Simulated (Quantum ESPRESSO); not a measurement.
## TiC: zone-centre phonons under several settings

```
CELL_PARAMETERS angstrom
0.00000 2.16572 2.16572
2.16572 0.00000 2.16572
2.16572 2.16572 0.00000
ATOMIC_POSITIONS crystal
Ti 0.00000 0.00000 0.00000
C 0.50000 0.50000 0.50000
```

The cell is a database's computed one.

All runs used Quantum ESPRESSO 7.5; k mesh 11 × 11 × 11; relaxed cell; no spin polarisation; cutoff 1143 eV; occupations cold, width 0.2 eV.

| level | potentials | volume (Å³/atom) | lowest optical mode without the field (cm⁻¹) |
| --- | --- | --- | --- |
| LDA | PseudoDojo 0.4.1 SR LDA standard | 9.68 | 551 |
| PBE | PseudoDojo 0.4.1 SR PBE standard | ? | ? |
| PBEsol | PseudoDojo 0.4.1 SR PBEsol standard | 9.90 | 538 |
| RPBE | PseudoDojo 0.4.1 SR PBE standard | 10.32 | 490 |
| PW91 | PseudoDojo 0.4.1 SR PBE standard | 10.18 | 502 |
| WC | PseudoDojo 0.4.1 SR PBE standard | 9.94 | 532 |
| vdW-DF-cx | PseudoDojo 0.4.1 SR PBE standard | 9.97 | 532 |

Question: What stands in the row left open?

Answer: Volume 10.17 Å³/atom; lowest optical mode without the field 507 cm⁻¹.

Caveats: the potentials were made for another functional, which shifts forces and pressure (some runs).
